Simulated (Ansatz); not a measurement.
# InP (F-43m) in Ansatz: a series of runs

Aim: see how the results for InP move with the level of theory and the settings. Levels: RPBE+D4, PBEsol+D4, RPBE, PBE. Tasks: relaxation of cell and atoms, single point.

Program: Ansatz 0.2.0. These are calculated values, not measurements. Logs are shortened: lines on timing, memory, paths and dates and some standing lists are left out, and cuts for length are marked.

**What was measured.**

From a printed reference work, data compilation, for a bulk crystal of InP at 1.6 K: band gap 1.4236 eV (direct).

The runs below are set against these values where they give the same quantity.

## 1. Starting point

The structure is cubic, space group F-43m (No. 216). The conventional cell has a = 5.861 Å, b = 5.861 Å, c = 5.861 Å, α = 90.00°, β = 90.00°, γ = 90.00°. In (site symmetry -43m) is surrounded by 4 P at 2.54 Å. P (site symmetry -43m) has 4 In at 2.54 Å as nearest neighbours.

## 2. Relaxation of cell and atoms, RPBE+D4

Input file input.yaml:

```yaml
crystal:
  lattice:
    - [0.0, 2.9305, 2.9305]
    - [2.9305, 0.0, 2.9305]
    - [2.9305, 2.9305, 0.0]
  atoms:
    - { symbol: In, position: [0.0, 0.0, 0.0] }
    - { symbol: P, position: [0.75, 0.75, 0.75] }
kpoints:
  mp_grid: { grid: [8, 8, 8] }
scf:
  occupations: { method: fermi_dirac, width: 0.05 }
hamiltonian:
  xc: rpbe
  dispersion: d4
  pseudopotentials: { kind: all_electron, lapw: { basis_error: 0.001 } }
output:
  forces: true
  stress: true
relax:
  f_tol: 0.01
  max_steps: 60
  cell: {}
```

Potentials or basis: all-electron LAPW, scalar-relativistic.

Run with:

```
ansatz run input.yaml --threads 1 --pin off --max-ram 3072MiB --backend cpu --events-out ev --progress --plain --runs-dir out
```

Log:

```text
Warning: RAYON_NUM_THREADS=1 ignored (pool sized by the plan → 1); use --threads N
The last accepted step is kept in <dir> (removed where the run ends without a failure and the disk answers)
LAPW: plane waves up to 8.341 Å⁻¹, error target 1.0e-3 eV per atom; small_component_spin mean_spin; P in spheres of 1.076 Å, 13 of its electrons in bands, Dirac shells []; In in spheres of 1.386 Å, 21 of its electrons in bands, Dirac shells [] (how accurate: hamiltonian.pseudopotentials.lapw.basis_error, Limitations)
Engine: ansatz 0.2.0, x86_64-unknown-linux-gnu
Pseudopotentials: kind: all_electron
Pseudopotential: In, LAPW, valence charge 21, lapw/all_electron/scalar/gaussian/In, Koelling and Harmon's equation, gaussian nucleus
Pseudopotential: P, LAPW, valence charge 13, lapw/all_electron/scalar/gaussian/P, Koelling and Harmon's equation, gaussian nucleus
Functional definition: RPBE
  parameter kappa = 0.804
  parameter beta = 0.06672455060314922
  exchange = rpbe_x(kappa = kappa, mu = beta*pi^2/3)
  correlation = pbe_c(beta = beta)
Crystal: 2 atoms, lattice volume = 50.333 Å³
Basis set: ecut = 265.0535283903804 eV, 531 PW (Γ), exchange–correlation at level 2
Bands: 21, of which v1, the nominal top of the filled ones, is band 17 counted from 1 (16 counted from 0)
Symmetry: 24 space group operations
Space group: F-43m (ITA 216), of the structure as read, at distance tolerance 3.7e-5 Å
k-points: 29 of 512 (time reversal used)
Non-local potential: In, projectors of the file, none
Non-local potential: P, projectors of the file, none
Initial density: superposition of atomic densities (chi_scale 0.1, normalization cell, long waves kept (reshape's long-wave potential 0.00 eV rms))
Initial wavefunctions: plane waves of lowest kinetic energy (no species holds an atomic orbital)
Functional: x = rpbe, c = pbe(β = 0.06672455060314922)
iter 1 solved again at ethr=4.00e-3 eV; its pass at ethr=1.00e-1 eV (dr2=1.36e0 eV) is discarded
SCF iter   1: F=—  HF=-169368.712024 eV  |F-HF|=—  |Δ(HF+E_count)|=         —  Δρ=3.78e-2  dr2=1.36e0  ethr=4.00e-3  ⟨swp⟩=2.0  Hψ=4089  notcnv=0
preconditioner: auto → none  [insulator: Δε(μ)=1.209 eV  Ē_g=14.311 eV  σ=0.050 eV  W_gap=1.00  n_scr=14 (ndim 8)  ℏωp=22.2 eV  f_vac=0.032  D(μ)=0.00/eV (n_scr^D=0)  ε∞_Penn≈3.4]
iter 2 solved again at ethr=2.06e-4 eV; its pass at ethr=4.00e-3 eV (dr2=6.99e-2 eV) is discarded
SCF iter   2: F=—  HF=-169368.316327 eV  |F-HF|=—  |Δ(HF+E_count)|=   3.96e-1  Δρ=1.28e-2  dr2=7.00e-2  ethr=2.06e-4  ⟨swp⟩=2.0  Hψ=3202  notcnv=0
SCF iter   3: F=—  HF=-169368.296995 eV  |F-HF|=—  |Δ(HF+E_count)|=         —  Δρ=6.41e-3  dr2=1.71e-2  ethr=2.06e-4  ⟨swp⟩=2.0  Hψ=1786  notcnv=0
the basis was enlarged: its passes take 336.8 KiB over the memory plan, 1 of 1 planned eigensolver slots
SCF iter   4: F=—  HF=-169368.301657 eV  |F-HF|=—  |Δ(HF+E_count)|=   4.66e-3  Δρ=1.47e-3  dr2=1.24e-3  ethr=5.03e-5  ⟨swp⟩=2.7  Hψ=1799  notcnv=0  defer=1
SCF iter   5: F=—  HF=-169368.301597 eV  |F-HF|=—  |Δ(HF+E_count)|=   5.94e-5  Δρ=2.47e-4  dr2=3.68e-5  ethr=3.66e-6  ⟨swp⟩=3.0  Hψ=1783  notcnv=0
SCF iter   6: F=—  HF=-169368.301708 eV  |F-HF|=—  |Δ(HF+E_count)|=   1.11e-4  Δρ=5.50e-5  dr2=1.59e-6  ethr=1.08e-7  ⟨swp⟩=3.0  Hψ=1788  notcnv=0
SCF iter   7: F=-169368.301716 eV  HF=-169368.301716 eV  |F-HF|=8.82e-8  |Δ(HF+E_count)|=   7.53e-6  Δρ=5.57e-6  dr2=2.10e-8  ethr=4.69e-9  ⟨swp⟩=3.0  Hψ=1799  notcnv=0
SCF 1 converged in 7 iterations: F = -169368.301716 eV  dr2 = 2.10e-8
relax step   1: F+E_penalty+E_count = -169368.30171564 eV  Δ(F+E_penalty+E_count) = +0.000e0 eV  max|allowed force component| = 5.782e-17 eV/Å  Δτ_max = 0.0000 Å  P = +0.868 GPa  Ω = 50.333 Å³  (7 SCF iters, accepted)
Crystal: 2 atoms, lattice volume = 51.071 Å³
Basis set: ecut = 262.49453648471757 eV, 531 PW (Γ), exchange–correlation at level 2
Initial density: handed on by an earlier stage of this run
Initial wavefunctions: those handed on with the density
iter 1 solved again at ethr=5.80e-8 eV; its pass at ethr=1.00e-1 eV (dr2=1.97e-5 eV) is discarded
SCF iter   1: F=—  HF=-169368.303471 eV  |F-HF|=—  |Δ(HF+E_count)|=         —  Δρ=1.37e-4  dr2=1.83e-5  ethr=5.80e-8  ⟨swp⟩=4.2  Hψ=3421  notcnv=0
preconditioner: auto → none  [insulator: Δε(μ)=0.771 eV  Ē_g=14.763 eV  σ=0.050 eV  W_gap=1.00  n_scr=14 (ndim 8)  ℏωp=22.0 eV  f_vac=0.151  D(μ)=0.00/eV (n_scr^D=0)  ε∞_Penn≈3.2]
SCF iter   2: F=—  HF=-169368.303472 eV  |F-HF|=—  |Δ(HF+E_count)|=   6.17e-7  Δρ=5.76e-5  dr2=2.90e-6  ethr=5.38e-8  ⟨swp⟩=3.0  Hψ=1767  notcnv=0
SCF iter   3: F=—  HF=-169368.303474 eV  |F-HF|=—  |Δ(HF+E_count)|=   2.28e-6  Δρ=2.81e-5  dr2=6.00e-7  ethr=8.54e-9  ⟨swp⟩=3.0  Hψ=1742  notcnv=0
iter 4 solved again at ethr=7.09e-11 eV; its pass at ethr=1.76e-9 eV (dr2=2.41e-8 eV) is discarded
SCF iter   4: F=-169368.303475 eV  HF=-169368.303475 eV  |F-HF|=1.38e-8  |Δ(HF+E_count)|=   1.26e-6  Δρ=5.50e-6  dr2=2.41e-8  ethr=7.09e-11  ⟨swp⟩=2.0  Hψ=3041  notcnv=0
SCF 2 converged in 4 iterations: F = -169368.303475 eV  dr2 = 2.41e-8
relax step   2: F+E_penalty+E_count = -169368.30347508 eV  Δ(F+E_penalty+E_count) = -1.759e-3 eV  max|allowed force component| = 1.503e-17 eV/Å  Δτ_max = 0.0000 Å  P = -0.092 GPa  Ω = 51.071 Å³  (4 SCF iters, accepted)
Crystal: 2 atoms, lattice volume = 51.000 Å³
Basis set: ecut = 262.73920724952984 eV, 531 PW (Γ), exchange–correlation at level 2
iter 1 solved again at ethr=2.90e-10 eV; its pass at ethr=1.00e-1 eV (dr2=9.86e-8 eV) is discarded
SCF iter   1: F=—  HF=-169368.303496 eV  |F-HF|=—  |Δ(HF+E_count)|=         —  Δρ=1.17e-5  dr2=1.19e-7  ethr=2.90e-10  ⟨swp⟩=5.1  Hψ=3535  notcnv=0
preconditioner: auto → none  [insulator: Δε(μ)=0.779 eV  Ē_g=14.767 eV  σ=0.050 eV  W_gap=1.00  n_scr=14 (ndim 8)  ℏωp=22.1 eV  f_vac=0.151  D(μ)=0.00/eV (n_scr^D=0)  ε∞_Penn≈3.2]
SCF iter   2: F=-169368.303496 eV  HF=-169368.303496 eV  |F-HF|=1.65e-8  |Δ(HF+E_count)|=   7.83e-8  Δρ=4.38e-6  dr2=1.98e-8  ethr=2.90e-10  ⟨swp⟩=3.0  Hψ=1759  notcnv=0
SCF 3 converged in 2 iterations: F = -169368.303496 eV  dr2 = 1.98e-8
relax step   3: F+E_penalty+E_count = -169368.30349584 eV  Δ(F+E_penalty+E_count) = -2.075e-5 eV  max|allowed force component| = 1.619e-17 eV/Å  Δτ_max = 0.0000 Å  P = -0.002 GPa  Ω = 51.000 Å³  (2 SCF iters, accepted)
iter 1 solved again at ethr=5.82e-11 eV; its pass at ethr=1.00e-1 eV (dr2=1.98e-8 eV) is discarded
SCF iter   1: F=—  HF=-169368.303495 eV  |F-HF|=—  |Δ(HF+E_count)|=         —  Δρ=4.38e-6  dr2=1.98e-8  ethr=5.82e-11  ⟨swp⟩=3.0  Hψ=2897  notcnv=0
preconditioner: auto → none  [insulator: Δε(μ)=0.778 eV  Ē_g=14.767 eV  σ=0.050 eV  W_gap=1.00  n_scr=14 (ndim 8)  ℏωp=22.1 eV  f_vac=0.151  D(μ)=0.00/eV (n_scr^D=0)  ε∞_Penn≈3.2]
iter 2 solved again at ethr=4.99e-12 eV; its pass at ethr=5.82e-11 eV (dr2=1.70e-9 eV) is discarded
SCF iter   2: F=-169368.303495 eV  HF=-169368.303495 eV  |F-HF|=1.11e-9  |Δ(HF+E_count)|=   4.22e-9  Δρ=1.60e-6  dr2=1.71e-9  ethr=4.99e-12  ⟨swp⟩=2.0  Hψ=2925  notcnv=0
SCF 4 converged in 2 iterations: F = -169368.303495 eV  dr2 = 1.71e-9
relax step   4: F+E_penalty+E_count = -169368.30349541 eV  Δ(F+E_penalty+E_count) = +4.304e-7 eV  max|allowed force component| = 1.619e-17 eV/Å  Δτ_max = 0.0000 Å  P = -0.002 GPa  Ω = 51.000 Å³  stress off target by 2.02e-3 GPa  SCF on the basis re-selected at this cell (its energy is not comparable with the rows above)  (2 SCF iters)
basis re-selected at this cell: Δ(F+E_penalty+E_count) = +4.304e-7 eV, ΔP = -0.000 GPa vs the last step (what re-selecting the basis moved, after the strain that the cell walked since its last selection, with what the two solves' SCF thresholds leave and, on support functions, any second-order correction that the steps lacked; it is no measure of the basis error at this ecutwfc). This SCF's stress stands 2.02e-3 GPa from its target on what of the cell is left free (relax.cell.stress_tol is 5.00e-2 GPa) and its largest allowed force component is 1.62e-17 eV/Å (relax.f_tol is 1.00e-2 eV/Å): within both
SCF converged after 2 iterations
Free energy (F): -169368.303495 eV
Harris-Foulkes:  -169368.303495 eV  (|F-HF|=1.11e-9)
Internal energy: -169368.303493 eV  (E = F + TS)
E sigma→0 (E₀):  -169368.303494 eV
Entropy (-TS):   -0.000003 eV (-0.001 meV/atom)
Fermi energy:    9.426564 eV
--- Per-component energies (eV) ---
  E_band       = -1585.974879
  E_kinetic    = 177346.193144
  E_xc         = -4997.341736
  E_electrostatic = -341715.959032  (all electrons and nuclei)
  E_disp       = -1.195868  (pairwise vdW)
  E_smearing   = -0.000003  (= −TS)
  E_closure    = 0.000000  (closes the sum)
  E_atoms      = -169359.424841  (free atoms, spherical and without spin; not in F)
  Σ components = -169368.303495   (vs F -169368.303495, Δ=0.00e0)
  Basis errors (estimates in eV, not in F): energy 4.5e-4 per atom: plane waves 4.0e-4 (2.4e-4 summed), levels above the bands 3.3e-35, relativity 4.4e-8, radial functions 4.3e-5, core shells 1.6e-7; eigenvalues (radial functions only) 5.4e-7; not estimated: angular momenta, meshes, grids; target (lapw.basis_error) 1.0e-3; muffin-tin radii P 1.081 Å, In 1.392 Å
--- Forces (eV/Å), atoms counted from 1 ---
  atom   1  In    -0.00000000    -0.00000000    -0.00000000
  atom   2  P     -0.00000000     0.00000000     0.00000000
  max |Σ_I F_I| component: 2.31e-17 eV/Å
--- Stress (GPa, compression-positive) ---
       -0.002020      -0.000000      -0.000000
       -0.000000      -0.002020       0.000000
       -0.000000       0.000000      -0.002020
  P = ⅓ Tr σ = -0.0020 GPa (-0.020 kbar)
--- Relaxed structure (3 steps of the walk, 3 accepted, 1 SCFs on fresh bases) ---
  F+E_penalty+E_count = -169368.30349541 eV   max|allowed force component| = 1.619e-17 eV/Å   (the final SCF, on the basis selected at the relaxed cell)
  cell:  # Å, volume = 50.9998 Å³
    - [-1.2708574386733725e-33, 2.9433782617371205, 2.9433782617371205]
    - [2.9433782617371205, 9.681206862501621e-34, 2.9433782617371205]
    - [2.9433782617371205, 2.9433782617371205, 1.4802453831501759e-33]
  atoms:
    - { symbol: In, position: [5.682057434174365e-35, -4.99747220114131e-35, -3.765218781681808e-35] }
    - { symbol: P, position: [0.7499999999999999, 0.7499999999999999, 0.7499999999999999] }
```

It took 26 s on 1 thread of Intel Xeon Platinum 8259CL at 2.50GHz (Skylake/Cascade Lake), shared host; peak memory 0.5 GiB.

Results:

* Free energy: -169368.3035 eV
* Relaxed volume: 25.50 Å³/atom
* Relaxed cell: a = 4.163 Å, b = 4.163 Å, c = 4.163 Å, α = 60.00°, β = 60.00°, γ = 60.00°
* Space group after relaxing (to 0.05 Å): F-43m (No. 216)
* Energy gained by relaxing: 0.9 meV/atom
* Ionic steps: 4
* Pressure after relaxing: 0.0 GPa
* Band gap on the k mesh: 0.78 eV

The path:
```
step  energy change (eV)  largest force (eV/Å)  volume (Å³)
   1              0.0000                0.0000        50.33
   2             -0.0018                0.0000        51.07
   3             -0.0018                0.0000        51.00
   4             -0.0018                0.0000        51.00
```

Final structure:
```
CELL_PARAMETERS angstrom
0.00000 2.94338 2.94338
2.94338 0.00000 2.94338
2.94338 2.94338 0.00000
ATOMIC_POSITIONS crystal
In 0.00000 0.00000 0.00000
P 0.75000 0.75000 0.75000
```

Caveat: spin-orbit coupling is left out, which moves the levels of the heavy elements. Zero-point motion and thermal expansion aren't in these numbers.

## 3. Relaxation of cell and atoms, PBEsol+D4

input.yaml, as its differences from that of step 2:

```diff
@@ -13,3 +13,3 @@
 hamiltonian:
-  xc: rpbe
+  xc: pbesol
   dispersion: d4
```

Potentials or basis: all-electron LAPW, scalar-relativistic.

Run with:

```
ansatz run input.yaml --threads 1 --pin off --max-ram 3072MiB --backend cpu --events-out ev --progress --plain --runs-dir out
```

Run time: 26 s. Hardware: 1 thread of Intel Xeon Platinum 8259CL at 2.50GHz (Skylake/Cascade Lake), shared host; peak memory 0.45 GiB.

It converged, with:

| Item | Value |
| --- | --- |
| Free energy | -169267.7207 eV |
| Relaxed volume | 24.95 Å³/atom |
| Relaxed cell | a = 4.132 Å, b = 4.132 Å, c = 4.132 Å, α = 60.00°, β = 60.00°, γ = 60.00° |
| Space group after relaxing (to 0.05 Å) | F-43m (No. 216) |
| Energy gained by relaxing | 0.4 meV/atom |
| Ionic steps | 4 |
| Pressure after relaxing | 0.0 GPa |
| Band gap on the k mesh | 0.66 eV |

The path:
```
step  energy change (eV)  largest force (eV/Å)  volume (Å³)
   1              0.0000                0.0000        50.33
   2             -0.0008                0.0000        49.83
   3             -0.0008                0.0000        49.90
   4             -0.0008                0.0000        49.90
```

Final structure:
```
In P
1.0
     0.00000    2.92203    2.92203
     2.92203    0.00000    2.92203
     2.92203    2.92203    0.00000
In P
1 1
Direct
  0.00000 0.00000 0.00000
  0.75000 0.75000 0.75000
```

Caveat: spin-orbit coupling is left out, which moves the levels of the heavy elements.

## 4. Single point, RPBE

input.yaml, as its differences from that of step 3:

```diff
@@ -11,6 +11,5 @@
 scf:
-  occupations: { method: fermi_dirac, width: 0.05 }
+  occupations: { method: gaussian, width: 0.05 }
 hamiltonian:
-  xc: pbesol
-  dispersion: d4
+  xc: rpbe
   pseudopotentials: { kind: all_electron, lapw: { basis_error: 0.001 } }
@@ -19,5 +18,2 @@
   stress: true
-relax:
-  f_tol: 0.01
-  max_steps: 60
-  cell: {}
+  eigenvalues: true
```

Potentials or basis: all-electron LAPW, scalar-relativistic.

Run with:

```
ansatz run input.yaml --threads 1 --pin off --max-ram 3072MiB --backend cpu --events-out ev --progress --plain --runs-dir out
```

Log:

```text
Warning: RAYON_NUM_THREADS=1 ignored (pool sized by the plan → 1); use --threads N
LAPW: plane waves up to 8.010 Å⁻¹, error target 1.0e-3 eV per atom; small_component_spin mean_spin; P in spheres of 1.105 Å, 13 of its electrons in bands, Dirac shells []; In in spheres of 1.433 Å, 21 of its electrons in bands, Dirac shells [] (how accurate: hamiltonian.pseudopotentials.lapw.basis_error, Limitations)
[... 9 set-up lines as earlier in the session ...]
Crystal: 2 atoms, lattice volume = 50.333 Å³
Basis set: ecut = 244.4539890720867 eV, 411 PW (Γ), exchange–correlation at level 2
Bands: 21, of which v1, the nominal top of the filled ones, is band 17 counted from 1 (16 counted from 0)
[... 2 set-up lines as earlier in the session ...]
k-points: 29 of 512 (time reversal used)
[... 4 set-up lines as earlier in the session ...]
[... 16 lines left out ...]
Internal energy: -169367.088300 eV  (E = F + TS)
E sigma→0 (E₀):  -169367.088300 eV
Fermi energy:    9.625032 eV
--- Per-component energies (eV) ---
  E_band       = -1580.127810
  E_kinetic    = 177347.047808
  E_xc         = -4997.531481
  E_electrostatic = -341716.604626  (all electrons and nuclei)
  E_smearing   = -0.000000  (= −TS)
  E_closure    = 0.000000  (closes the sum)
  E_atoms      = -169359.424841  (free atoms, spherical and without spin; not in F)
  Σ components = -169367.088300   (vs F -169367.088300, Δ=0.00e0)
  Basis errors (estimates in eV, not in F): energy 4.6e-4 per atom: plane waves 4.2e-4 (2.4e-4 summed), levels above the bands 0.0e0, relativity 4.3e-8, radial functions 4.7e-5, core shells 6.6e-8; eigenvalues (radial functions only) 1.1e-6; not estimated: angular momenta, meshes, grids; target (lapw.basis_error) 1.0e-3; muffin-tin radii P 1.105 Å, In 1.433 Å
--- Forces (eV/Å), atoms counted from 1 ---
  atom   1  In     0.00000000    -0.00000000     0.00000000
  atom   2  P     -0.00000000     0.00000000    -0.00000000
  max |Σ_I F_I| component: 3.70e-17 eV/Å
--- Stress (GPa, compression-positive) ---
        5.165398       0.000000       0.000000
        0.000000       5.165398       0.000000
        0.000000       0.000000       5.165398
  P = ⅓ Tr σ = 5.1654 GPa (51.654 kbar)
--- Band table (eV; the first three rows and the last of 29) ---
  k-point 0: bands = ["-158.5796", "-108.8495", "-108.8495", "-108.8495", "-105.8151", "-64.2951", "-64.2951", "-64.2951", "-5.0132", "-5.0132", "-5.0132", "-4.8627", "-4.8627", "-2.2858", "9.1983", "9.1983", "9.1983", "10.0486", "13.3452", "13.3452", "13.3452"]
  k-point 1: bands = ["-158.5796", "-108.8495", "-108.8495", "-108.8495", "-105.8151", "-64.2951", "-64.2951", "-64.2951", "-5.0318", "-5.0058", "-5.0058", "-4.8626", "-4.8626", "-2.1082", "7.7013", "9.0146", "9.0146", "10.9553", "13.5201", "13.6203", "13.6203"]
  k-point 2: bands = ["-158.5796", "-108.8495", "-108.8495", "-108.8495", "-105.8151", "-64.2952", "-64.2951", "-64.2951", "-5.0744", "-4.9901", "-4.9901", "-4.8600", "-4.8600", "-1.6123", "5.8046", "8.6469", "8.6469", "11.1002", "14.0423", "14.0423", "14.6274"]
  k-point 28: bands = ["-158.5796", "-108.8495", "-108.8495", "-108.8495", "-105.8151", "-64.2953", "-64.2952", "-64.2952", "-5.1634", "-4.9531", "-4.9179", "-4.8825", "-4.8477", "0.1526", "3.6501", "6.2828", "6.3288", "13.5831", "13.6241", "14.8607", "15.5215"]
```

Run time: 14 s. Hardware: 1 thread of Intel Xeon Platinum 8259CL at 2.50GHz (Skylake/Cascade Lake), shared host; peak memory 0.31 GiB.

What came out:

| Item | Value |
| --- | --- |
| Free energy | -169367.0883 eV |
| Pressure | 5.2 GPa |
| Band gap on the k mesh | 0.85 eV, direct |

Levels at points of the mesh, in eV from the valence-band top:
```csv
k point,band 13,band 14,band 15,band 16,band 17,band 18,band 19,band 20,band 21
"(0.00, 0.00, 0.00)",-14.06,-11.48,0.00,0.00,0.00,0.85,4.15,4.15,4.15
"(0.00, 0.00, -0.50)",-14.05,-9.77,-5.67,-0.96,-0.96,1.61,4.87,4.87,7.27
"(0.00, -0.50, -0.50)",-14.03,-9.12,-5.70,-2.30,-2.30,1.89,2.36,9.36,9.67
```

Caveat: spin-orbit coupling is left out, which moves the levels of the heavy elements.

## 5. Single point, PBE

input.yaml, as its differences from that of step 4:

```diff
@@ -11,5 +11,5 @@
 scf:
-  occupations: { method: gaussian, width: 0.05 }
+  occupations: { method: gaussian, width: 0.025 }
 hamiltonian:
-  xc: rpbe
+  xc: pbe
   pseudopotentials: { kind: all_electron, lapw: { basis_error: 0.001 } }
```

Run with:

```
ansatz run input.yaml --threads 1 --pin off --max-ram 3072MiB --backend cpu --events-out ev --progress --plain --runs-dir out
```

Run time: 10 s. Hardware: 1 thread of Intel Xeon Platinum 8259CL at 2.50GHz (Skylake/Cascade Lake), shared host; peak memory 0.32 GiB.

It converged, with:

```
Free energy            : -169355.4050 eV
Pressure               : 3.3 GPa
Band gap on the k mesh : 0.71 eV, direct
```

Levels at points of the mesh, in eV from the valence-band top:
```tsv
k point	band 15	band 16	band 17	band 18	band 19	band 20
(0.00, 0.00, 0.00)	0.00	0.00	0.00	0.71	4.09	4.09
(0.00, 0.00, -0.50)	-5.73	-0.97	-0.97	1.50	4.81	4.81
(0.00, -0.50, -0.50)	-5.75	-2.32	-2.32	1.77	2.27	9.21
```

Caveat: spin-orbit coupling is left out, which moves the levels of the heavy elements.

## 6. The runs side by side

```tsv
task	level	cell	cutoff (eV)	smearing	gap on the mesh (eV)	pressure (GPa)	relaxed volume (Å³/atom)
relaxation of cell and atoms	RPBE+D4	relaxed	-	fermi-dirac 0.05 eV	0.78	0.0	25.50
relaxation of cell and atoms	PBEsol+D4	relaxed	-	fermi-dirac 0.05 eV	0.66	0.0	24.95
single point	RPBE	as given	244	gaussian 0.05 eV	0.85	5.2	-
single point	PBE	as given	245	gaussian 0.025 eV	0.71	3.3	-
```

Alike in all rows: potentials or basis all-electron LAPW, scalar-relativistic; no spin polarisation; k mesh 8 × 8 × 8; basis error allowed 0.001 eV/atom.

Caveats: spin-orbit coupling is left out, which moves the levels of the heavy elements.

Compare energies only between runs with the same functional and basis.

## 7. Against experiment

Step 4. Measured gap of InP: 1.4236 eV (direct; 1.6 K; a printed reference work, data compilation). This calculation gives 0.85 eV (-0.57 eV). Spin-orbit coupling on In is left out. The value is that of RPBE, without temperature or zero-point motion. Semilocal functionals fall short of measured gaps as a rule.

Step 5. Measured gap of InP: 1.4236 eV (direct; 1.6 K; a printed reference work, data compilation). This calculation gives 0.71 eV (-0.71 eV). Spin-orbit coupling on In is left out. The value is that of PBE, without temperature or zero-point motion. Semilocal functionals fall short of measured gaps as a rule.
